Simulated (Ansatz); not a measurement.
# A defect in a wire: armchair graphene nanoribbon (N = 7, H edges), O placed on top of one C

What does the defect do to the conductance?

Program: Ansatz 0.2.0. Level of theory: DFT PBE, plane waves, PAW; relaxation of a wire's period, in the first sound run; inputs show where later runs differ. Results are calculated unless marked as measured.

## 1. The structure

The cell holds 18 atoms: 14 C and 4 H. Cell: a = 16.232 Å, b = 7.000 Å, c = 4.260 Å, α = 90.0°, β = 90.0°, γ = 90.0°. Vacuum lies along a and b. The structure's axis is c.

## 2. The relaxed wire

Band widths follow the bond lengths, so the wire is relaxed first. The atoms and the third cell vector are free; the box across stays fixed as vacuum. A Fermi-Dirac smearing is set since the result may be a metal. The pressure printed is a third of the stress's trace over the whole box, vacuum included; only the stress along the axis is relaxed.

The input, input.yaml:

```yaml
crystal:
  lattice:
    - [16.232, 0.0, 0.0]
    - [0.0, 7.0, 0.0]
    - [0.0, 0.0, 4.26]
  atoms:
    - { symbol: C, position: [0.272711137, 0.5, 0.0] }
    - { symbol: C, position: [0.424233571, 0.5, 0.0] }
    - { symbol: C, position: [0.575756005, 0.5, 0.0] }
    - { symbol: C, position: [0.727278439, 0.5, 0.0] }
    - { symbol: C, position: [0.272711137, 0.5, 0.333333333] }
    - { symbol: C, position: [0.424233571, 0.5, 0.333333333] }
    - { symbol: C, position: [0.575756005, 0.5, 0.333333333] }
    - { symbol: C, position: [0.727278439, 0.5, 0.333333333] }
    - { symbol: H, position: [0.21562346, 0.5, 0.458920188] }
    - { symbol: H, position: [0.784366117, 0.5, 0.458920188] }
    - { symbol: C, position: [0.348472354, 0.5, 0.5] }
    - { symbol: C, position: [0.499994788, 0.5, 0.5] }
    - { symbol: C, position: [0.651517222, 0.5, 0.5] }
    - { symbol: C, position: [0.348472354, 0.5, 0.833333333] }
    - { symbol: C, position: [0.499994788, 0.5, 0.833333333] }
    - { symbol: C, position: [0.651517222, 0.5, 0.833333333] }
    - { symbol: H, position: [0.21562346, 0.5, 0.874413146] }
    - { symbol: H, position: [0.784366117, 0.5, 0.874413146] }
kpoints:
  mp_grid: { grid: [1, 1, 19] }
scf:
  occupations: { method: fermi_dirac, width: 0.05 }
hamiltonian:
  xc: pbe
relax:
  cell: { fix: [a, b, alpha, beta, gamma] }
  max_steps: 60
```

Started as:

```bash
$ ansatz run input.yaml --threads 4 --pin off --max-ram 16384MiB --backend cpu --events-out ev --progress --plain --runs-dir out
```

Numbers of over 12 decimals in the logs are rounded to 6 here.

What it wrote:

```text
Engine: ansatz 0.2.0, aarch64-unknown-linux-gnu
Pseudopotentials: kind: paw
Pseudopotential: C, paw, valence charge 4, recommended cutoff 420 eV (normal), C.paw.azcp
Pseudopotential: H, paw, valence charge 1, recommended cutoff 420 eV (normal), H.paw.azcp
Functional definition: PBE
  parameter kappa = 0.804
  parameter beta = 0.066725
  exchange = pbe_x(kappa = kappa, mu = beta*pi^2/3)
  correlation = pbe_c(beta = beta)
Crystal: 18 atoms, lattice volume = 484.038 Å³
Basis set: ecut = 420 eV, 9487 PW (Γ), exchange–correlation on 240×96×60 points (8 copies of the dense FFT grid, shifted against one another)
Bands: 48, of which v1, the nominal top of the filled ones, is band 30 counted from 1 (29 counted from 0)
Symmetry: 8 space group operations
Space group: Pmmm (ITA 47), of the structure as read, at distance tolerance 7.9e-5 Å
k-points: 10 of 19
Non-local potential: C, projectors of the file, l = 0: 2, l = 1: 2, l = 2: 1
Non-local potential: H, projectors of the file, l = 0: 2, l = 1: 1
PAW form: soft (Blöchl's): semilocal exchange-correlation on the pseudo side does not see the compensation charge
PAW one-centre angular grid: C, 110 points (default); XC on 64 Gauss nodes
PAW one-centre angular grid: H, 110 points (default); XC on 64 Gauss nodes
Initial density: superposition of atomic densities (neutral atoms: chi_scale 0, normalization atom), corrected by the library's trained network
Initial wavefunctions: pseudopotential atomic-orbital guess
Functional: x = pbe(κ = 0.804, μ = 0.219515), c = pbe(β = 0.066725)
SCF iter   1: F=—  HF=-3576.224013 eV  |F-HF|=—  |Δ(HF+E_count)|=         —  Δρ=2.51e-3  dr2=1.14e-1  ethr=1.77e-3  ⟨swp⟩=8.6  Hψ=2666  notcnv=0  defer=90
preconditioner: auto → Resta (q_TF=auto, 1.927 Å⁻¹)  ε∞=1.9  [insulator: Δε(μ)=1.483 eV  Ē_g=14.134 eV  σ=0.050 eV  W_gap=1.00  n_scr=66 (ndim 8)  ℏωp=13.1 eV  f_vac=0.631  D(μ)=0.00/eV (n_scr^D=0)  ε∞_Penn≈1.9  vacuum switching on, ρ_ref=1.4e-2 e/Å³]
SCF iter   2: F=—  HF=-3576.205329 eV  |F-HF|=—  |Δ(HF+E_count)|=   1.87e-2  Δρ=2.06e-3  dr2=3.91e-2  ethr=1.90e-4  ⟨swp⟩=2.4  Hψ=781  notcnv=0  defer=109
SCF iter   3: F=—  HF=-3576.198997 eV  |F-HF|=—  |Δ(HF+E_count)|=   6.33e-3  Δρ=9.06e-4  dr2=4.69e-3  ethr=6.51e-5  ⟨swp⟩=2.0  Hψ=631  notcnv=0  defer=109
SCF iter   4: F=—  HF=-3576.199480 eV  |F-HF|=—  |Δ(HF+E_count)|=   4.83e-4  Δρ=2.94e-4  dr2=4.41e-4  ethr=7.82e-6  ⟨swp⟩=2.7  Hψ=712  notcnv=0  defer=109
SCF iter   5: F=—  HF=-3576.199823 eV  |F-HF|=—  |Δ(HF+E_count)|=   3.43e-4  Δρ=8.18e-5  dr2=2.83e-5  ethr=7.35e-7  ⟨swp⟩=2.0  Hψ=678  notcnv=0  defer=109
SCF iter   6: F=—  HF=-3576.199915 eV  |F-HF|=—  |Δ(HF+E_count)|=   9.22e-5  Δρ=2.42e-5  dr2=2.10e-6  ethr=4.72e-8  ⟨swp⟩=2.0  Hψ=768  notcnv=0  defer=109
SCF iter   7: F=-3576.199915 eV  HF=-3576.199915 eV  |F-HF|=1.32e-7  |Δ(HF+E_count)|=   5.19e-7  Δρ=5.14e-6  dr2=8.92e-8  ethr=1.67e-10  ⟨swp⟩=3.6  Hψ=1789  notcnv=0
SCF 1 converged in 7 iterations: F = -3576.199915 eV  dr2 = 8.92e-8
  greatest PAW one-centre occupation: 0.674 electrons in one spin orbital (limit 2), on the C atom at site 6 (counted from 0), in its partial waves of l = 0
relax step   1: F+E_penalty+E_count = -3576.19991546 eV  Δ(F+E_penalty+E_count) = +0.000e0 eV  max|allowed force component| = 2.461e0 eV/Å  Δτ_max = 0.0000 Å  P = +0.466 GPa  Ω = 484.038 Å³  fix = [a, b, alpha, beta, gamma]  reactions: a +0.483, b +0.101 GPa  (7 SCF iters, dr2 threshold 1.00e-7 eV, accepted)
Crystal: 18 atoms, lattice volume = 487.941 Å³
Basis set: ecut = 420 eV, 9563 PW (Γ), exchange–correlation on 240×96×60 points (8 copies of the dense FFT grid, shifted against one another)
Initial density: handed on by an earlier stage of this run
Initial wavefunctions: those handed on with the density
iter 1 solved again at ethr=1.38e-4 eV; its pass at ethr=3.10e-3 eV (dr2=8.30e-2 eV) is discarded
SCF iter   1: F=—  HF=-3576.423730 eV  |F-HF|=—  |Δ(HF+E_count)|=         —  Δρ=4.88e-3  dr2=8.76e-2  ethr=1.38e-4  ⟨swp⟩=5.1  Hψ=2053  notcnv=0
preconditioner: auto → Resta (q_TF=auto, 1.924 Å⁻¹)  ε∞=1.9  [insulator: Δε(μ)=1.531 eV  Ē_g=13.807 eV  σ=0.050 eV  W_gap=1.00  n_scr=66 (ndim 8)  ℏωp=13.0 eV  f_vac=0.636  D(μ)=0.00/eV (n_scr^D=0)  ε∞_Penn≈1.9  vacuum switching on, ρ_ref=1.4e-2 e/Å³]
SCF iter   2: F=—  HF=-3576.403805 eV  |F-HF|=—  |Δ(HF+E_count)|=   1.99e-2  Δρ=2.06e-3  dr2=1.45e-2  ethr=1.38e-4  ⟨swp⟩=2.1  Hψ=873  notcnv=0
SCF iter   3: F=—  HF=-3576.402610 eV  |F-HF|=—  |Δ(HF+E_count)|=   1.19e-3  Δρ=9.36e-4  dr2=4.33e-3  ethr=2.41e-5  ⟨swp⟩=2.2  Hψ=758  notcnv=0
SCF iter   4: F=—  HF=-3576.402202 eV  |F-HF|=—  |Δ(HF+E_count)|=   4.08e-4  Δρ=3.11e-4  dr2=3.64e-4  ethr=7.22e-6  ⟨swp⟩=2.3  Hψ=687  notcnv=0
SCF iter   5: F=—  HF=-3576.402300 eV  |F-HF|=—  |Δ(HF+E_count)|=   9.81e-5  Δρ=9.34e-5  dr2=2.88e-5  ethr=6.06e-7  ⟨swp⟩=2.0  Hψ=667  notcnv=0
SCF iter   6: F=-3576.402308 eV  HF=-3576.402307 eV  |F-HF|=6.70e-7  |Δ(HF+E_count)|=   7.05e-6  Δρ=1.99e-5  dr2=1.42e-6  ethr=3.00e-9  ⟨swp⟩=3.6  Hψ=1921  notcnv=0
SCF 2 converged in 6 iterations: F = -3576.402308 eV  dr2 = 1.42e-6
  greatest PAW one-centre occupation: 0.676 electrons in one spin orbital (limit 2), on the C atom at site 7 (counted from 0), in its partial waves of l = 0
relax step   2: F+E_penalty+E_count = -3576.40230768 eV  Δ(F+E_penalty+E_count) = -2.024e-1 eV  max|allowed force component| = 7.561e-1 eV/Å  Δτ_max = 0.0478 Å  P = +0.131 GPa  Ω = 487.941 Å³  energy of the carried Pulay correction = -3.796e-3 eV  fix = [a, b, alpha, beta, gamma]  reactions: a +0.355, b +0.092 GPa  (6 SCF iters, dr2 threshold 1.80e-6 eV, accepted)
Crystal: 18 atoms, lattice volume = 488.432 Å³
Basis set: ecut = 420 eV, 9567 PW (Γ), exchange–correlation on 240×96×60 points (8 copies of the dense FFT grid, shifted against one another)
iter 1 solved again at ethr=1.84e-5 eV; its pass at ethr=3.10e-3 eV (dr2=1.10e-2 eV) is discarded
SCF iter   1: F=—  HF=-3576.422215 eV  |F-HF|=—  |Δ(HF+E_count)|=         —  Δρ=1.77e-3  dr2=1.14e-2  ethr=1.84e-5  ⟨swp⟩=2.9  Hψ=1877  notcnv=0
preconditioner: auto → Resta (q_TF=auto, 1.924 Å⁻¹)  ε∞=1.9  [insulator: Δε(μ)=1.587 eV  Ē_g=13.809 eV  σ=0.050 eV  W_gap=1.00  n_scr=66 (ndim 8)  ℏωp=13.0 eV  f_vac=0.635  D(μ)=0.00/eV (n_scr^D=0)  ε∞_Penn≈1.9  vacuum switching on, ρ_ref=1.4e-2 e/Å³]
SCF iter   2: F=—  HF=-3576.419414 eV  |F-HF|=—  |Δ(HF+E_count)|=   2.80e-3  Δρ=7.49e-4  dr2=2.14e-3  ethr=1.84e-5  ⟨swp⟩=2.0  Hψ=681  notcnv=0
SCF iter   3: F=—  HF=-3576.419141 eV  |F-HF|=—  |Δ(HF+E_count)|=   2.73e-4  Δρ=3.63e-4  dr2=6.81e-4  ethr=3.56e-6  ⟨swp⟩=2.0  Hψ=674  notcnv=0
SCF iter   4: F=—  HF=-3576.419135 eV  |F-HF|=—  |Δ(HF+E_count)|=   6.70e-6  Δρ=9.02e-5  dr2=2.77e-5  ethr=1.14e-6  ⟨swp⟩=2.2  Hψ=667  notcnv=0
SCF iter   5: F=—  HF=-3576.419137 eV  |F-HF|=—  |Δ(HF+E_count)|=   2.11e-6  Δρ=2.81e-5  dr2=3.30e-6  ethr=4.62e-8  ⟨swp⟩=2.0  Hψ=711  notcnv=0
SCF iter   6: F=-3576.419137 eV  HF=-3576.419137 eV  |F-HF|=4.58e-8  |Δ(HF+E_count)|=   2.76e-7  Δρ=7.12e-6  dr2=1.61e-7  ethr=3.00e-9  ⟨swp⟩=5.0  Hψ=1549  notcnv=0
SCF 3 converged in 6 iterations: F = -3576.419137 eV  dr2 = 1.61e-7
  greatest PAW one-centre occupation: 0.678 electrons in one spin orbital (limit 2), on the C atom at site 7 (counted from 0), in its partial waves of l = 0
relax step   3: F+E_penalty+E_count = -3576.41913694 eV  Δ(F+E_penalty+E_count) = -1.683e-2 eV  max|allowed force component| = 5.947e-2 eV/Å  Δτ_max = 0.0148 Å  P = +0.068 GPa  Ω = 488.432 Å³  energy of the carried Pulay correction = -4.272e-3 eV  fix = [a, b, alpha, beta, gamma]  reactions: a -0.023, b +0.090 GPa  (6 SCF iters, dr2 threshold 1.80e-6 eV, accepted)
[...]
relax step   4: F+E_penalty+E_count = -3576.41926852 eV  Δ(F+E_penalty+E_count) = -1.316e-4 eV  max|allowed force component| = 1.197e-2 eV/Å  Δτ_max = 0.0021 Å  P = +0.026 GPa  Ω = 488.586 Å³  energy of the carried Pulay correction = -4.421e-3 eV  fix = [a, b, alpha, beta, gamma]  reactions: a -0.008, b +0.090 GPa  (5 SCF iters, dr2 threshold 2.21e-7 eV, accepted)
[...]
relax step   5: F+E_penalty+E_count = -3576.41928983 eV  Δ(F+E_penalty+E_count) = -2.131e-5 eV  max|allowed force component| = 1.772e-2 eV/Å  Δτ_max = 0.0023 Å  P = +0.042 GPa  Ω = 488.547 Å³  energy of the carried Pulay correction = -4.383e-3 eV  fix = [a, b, alpha, beta, gamma]  (6 SCF iters, dr2 threshold 8.96e-9 eV, rejected (line search))
[...]
relax step   6: F+E_penalty+E_count = -3576.41931179 eV  Δ(F+E_penalty+E_count) = -4.327e-5 eV  max|allowed force component| = 1.086e-3 eV/Å  Δτ_max = 0.0009 Å  P = +0.031 GPa  Ω = 488.563 Å³  energy of the carried Pulay correction = -4.399e-3 eV  fix = [a, b, alpha, beta, gamma]  reactions: a +0.000, b +0.090 GPa  (7 SCF iters, accepted)
Initial wavefunctions: pseudopotential atomic-orbital guess (no wavefunctions were taken with the density)
iter 1 solved again at ethr=3.58e-7 eV; its pass at ethr=3.10e-3 eV (dr2=2.15e-4 eV) is discarded
SCF iter   1: F=—  HF=-3576.423053 eV  |F-HF|=—  |Δ(HF+E_count)|=         —  Δρ=5.28e-5  dr2=1.01e-6  ethr=3.58e-7  ⟨swp⟩=10.8  Hψ=5417  notcnv=0  defer=1
preconditioner: auto → Resta (q_TF=auto, 1.924 Å⁻¹)  ε∞=1.9  [insulator: Δε(μ)=1.572 eV  Ē_g=13.816 eV  σ=0.050 eV  W_gap=1.00  n_scr=66 (ndim 8)  ℏωp=13.0 eV  f_vac=0.635  D(μ)=0.00/eV (n_scr^D=0)  ε∞_Penn≈1.9  vacuum switching on, ρ_ref=1.4e-2 e/Å³]
SCF iter   2: F=—  HF=-3576.423660 eV  |F-HF|=—  |Δ(HF+E_count)|=   6.07e-4  Δρ=2.68e-5  dr2=2.54e-7  ethr=1.69e-9  ⟨swp⟩=3.0  Hψ=894  notcnv=0  defer=2
SCF iter   3: F=—  HF=-3576.423927 eV  |F-HF|=—  |Δ(HF+E_count)|=   2.67e-4  Δρ=3.42e-6  dr2=3.46e-8  ethr=4.23e-10  ⟨swp⟩=2.2  Hψ=796  notcnv=0  defer=2
SCF iter   4: F=—  HF=-3576.423933 eV  |F-HF|=—  |Δ(HF+E_count)|=   5.54e-6  Δρ=8.55e-7  dr2=7.04e-9  ethr=5.77e-11  ⟨swp⟩=2.1  Hψ=654  notcnv=0  defer=2
SCF iter   5: F=—  HF=-3576.423933 eV  |F-HF|=—  |Δ(HF+E_count)|=   2.60e-8  Δρ=5.09e-7  dr2=9.24e-10  ethr=1.17e-11  ⟨swp⟩=2.0  Hψ=575  notcnv=0  defer=2
SCF iter   6: F=-3576.423933 eV  HF=-3576.423933 eV  |F-HF|=4.55e-11  |Δ(HF+E_count)|=   6.22e-9  Δρ=1.42e-7  dr2=9.08e-11  ethr=1.00e-12  ⟨swp⟩=5.0  Hψ=1633  notcnv=0
SCF 7 converged in 6 iterations: F = -3576.423933 eV  dr2 = 9.08e-11
relax step   7: F+E_penalty+E_count = -3576.42393294 eV  Δ(F+E_penalty+E_count) = -4.621e-3 eV  max|allowed force component| = 7.453e-4 eV/Å  Δτ_max = 0.0000 Å  P = +0.042 GPa  Ω = 488.563 Å³  fix = [a, b, alpha, beta, gamma]  reactions: a -0.002, b +0.111 GPa  stress off target by 1.68e-2 GPa on what of the cell is left free  SCF on the basis re-selected at this cell (its energy is not comparable with the rows above)  (6 SCF iters)
basis re-selected at this cell: Δ(F+E_penalty+E_count) = -4.621e-3 eV, ΔP = +0.011 GPa vs the last step (what re-selecting the basis moved, of the pressure what is left beyond the Pulay correction that the steps carried, after the strain that the cell walked since its last selection, with what the two solves' SCF thresholds leave and, on support functions, any second-order correction that the steps lacked; it is no m [...]
SCF converged after 6 iterations
Free energy (F): -3576.423933 eV
Harris-Foulkes:  -3576.423933 eV  (|F-HF|=4.55e-11)
Internal energy: -3576.423933 eV  (E = F + TS)
E sigma→0 (E₀):  -3576.423933 eV
Entropy (-TS):   -0.000000 eV (-0.000 meV/atom)
Fermi energy:    -0.951114 eV
--- Per-component energies (eV) ---
  E_band       = -588.751822
  E_kinetic    = 1323.774203
  E_local      = -11632.444925  (includes V_loc(G=0)·N_el)
  E_nonlocal   = 389.269080
  E_hartree    = 5152.218365
  E_xc         = -706.310606
  E_vxc        = -875.886989  (∫ρ·V_xc dr)
  E_paw        = -1392.964604  (= ΣΔE_a)
  E_vpaw       = -97.894545  (= ΣTr[D̂ρ^β])
  E_aug_tail   = -0.005464  (compensation charges beyond the density's cutoff)
  E_ewald      = 3290.040019
  E_smearing   = -0.000000  (= −TS)
  E_closure    = 0.000000  (closes the sum)
  Σ components = -3576.423933   (vs F -3576.423933, Δ=0.00e0)
--- Forces (eV/Å), atoms counted from 1 ---
  atom   1  C     -0.00053267     0.00000000    -0.00025590
  atom   2  C      0.00019768     0.00000000    -0.00074530
  atom   3  C     -0.00019768    -0.00000000    -0.00074530
  atom   4  C      0.00053267     0.00000000    -0.00025590
  atom   5  C     -0.00053267     0.00000000     0.00025590
  atom   6  C      0.00019768     0.00000000     0.00074530
  atom   7  C     -0.00019768    -0.00000000     0.00074530
  atom   8  C      0.00053267    -0.00000000     0.00025590
  atom   9  H      0.00034847     0.00000000     0.00000937
  atom  10  H     -0.00034847    -0.00000000     0.00000937
  atom  11  C      0.00033608     0.00000000    -0.00018476
  atom  12  C     -0.00000000     0.00000000     0.00036651
  atom  13  C     -0.00033608     0.00000000    -0.00018476
  atom  14  C      0.00033608    -0.00000000     0.00018476
  atom  15  C      0.00000000    -0.00000000    -0.00036651
  atom  16  C     -0.00033608    -0.00000000     0.00018476
  atom  17  H      0.00034847     0.00000000    -0.00000937
  atom  18  H     -0.00034847    -0.00000000    -0.00000937
  max |Σ_I F_I| component: 1.63e-19 eV/Å
--- Stress (GPa, compression-positive) ---
       -0.002142       0.000000      -0.000000
        0.000000       0.111120       0.000000
       -0.000000       0.000000       0.016828
  P = ⅓ Tr σ = 0.0419 GPa (0.419 kbar)
--- Relaxed structure (6 steps of the walk, 5 accepted, 1 SCFs on fresh bases) ---
  F+E_penalty+E_count = -3576.42393294 eV   max|allowed force component| = 7.453e-4 eV/Å   (the final SCF, on the basis selected at the relaxed cell)
  cell:  # Å, volume = 488.5629 Å³
    - [16.232, 0.0, 0.0]
    - [0.0, 7.0, 0.0]
    - [0.0, 0.0, 4.299821]
  atoms:
    - { symbol: C, position: [0.273844, 0.5, 0.00736706] }
    - { symbol: C, position: [0.423836, 0.5, -0.000256725] }
    - { symbol: C, position: [0.576164, 0.5, -0.000256725] }
    - { symbol: C, position: [0.726156, 0.5, 0.00736706] }
    - { symbol: C, position: [0.273844, 0.5, 0.325966] }
    - { symbol: C, position: [0.423836, 0.5, 0.333590] }
    - { symbol: C, position: [0.576164, 0.5, 0.333590] }
    - { symbol: C, position: [0.726156, 0.5, 0.325966] }
    - { symbol: H, position: [0.214811, 0.5, 0.445614] }
    - { symbol: H, position: [0.785189, 0.5, 0.445614] }
    - { symbol: C, position: [0.348110, 0.5, 0.499145] }
    - { symbol: C, position: [0.500000, 0.5, 0.501347] }
    - { symbol: C, position: [0.651890, 0.5, 0.499145] }
    - { symbol: C, position: [0.348110, 0.5, 0.834188] }
    - { symbol: C, position: [0.500000, 0.5, 0.831986] }
    - { symbol: C, position: [0.651890, 0.5, 0.834188] }
    - { symbol: H, position: [0.214811, 0.5, 0.887720] }
    - { symbol: H, position: [0.785189, 0.5, 0.887720] }
```

The job ended after 25 s (4 threads of Arm Neoverse V1, shared host; peak memory 0.97 GiB).

The steps of the relaxation:

| step | energy less that of the first step (eV) | largest force component (eV/Å) | pressure (GPa) | volume (Å³) |
| --- | --- | --- | --- | --- |
| 1 | 0.0000 | 2.4610 | 0.47 | 484.04 |
| 2 | -0.2024 | 0.7561 | 0.13 | 487.94 |
| 3 | -0.2192 | 0.0595 | 0.07 | 488.43 |
| 4 | -0.2194 | 0.0120 | 0.03 | 488.59 |
| 5 | -0.2194 | 0.0177 | 0.04 | 488.55 |
| 6 | -0.2194 | 0.0011 | 0.03 | 488.56 |
| 7* | -0.2240 | 0.0007 | 0.04 | 488.56 |

Relaxation steps marked * repeat the geometry before them on a plane-wave basis chosen anew for their cell, so energy and pressure can jump there. Relaxation step 5 was tried and not accepted.

The run keeps the 8 symmetry operations that it works with, so distortions that break them were not tested.

| cell as run | before | after | change |
| --- | --- | --- | --- |
| c (Å) | 4.260 | 4.300 | +0.9 % |

The atoms that moved most (Å, along periodic axes as changes of fractional coordinates times the final cell, across vacuum about the mean position):

| atom | dx | dy | dz | length |
| --- | --- | --- | --- | --- |
| H9 | -0.013 | 0.000 | -0.057 | 0.059 |
| H10 | 0.013 | 0.000 | -0.057 | 0.059 |
| H17 | -0.013 | 0.000 | 0.057 | 0.059 |
| H18 | 0.013 | 0.000 | 0.057 | 0.059 |
| C1 | 0.018 | 0.000 | 0.032 | 0.037 |
| C5 | 0.018 | 0.000 | -0.032 | 0.037 |
| C4 | -0.018 | 0.000 | 0.032 | 0.037 |
| C8 | -0.018 | 0.000 | -0.032 | 0.037 |

Numbers from this step:

```
cell length along the wire : 4.300 Å
```

The cell's length comes to 4.300 Å with spin left out.

[end of part 1 of 4]

[Logs are printed without paths, hosts, clocks, repeated set-up lines and the standing remarks that a program may print on its own settings, such as how far it seeks lower states.]

[Hosts, paths, dates, database ids (printed as entryN), source tags and the programs' standing remarks are cut or masked in the printed files.]
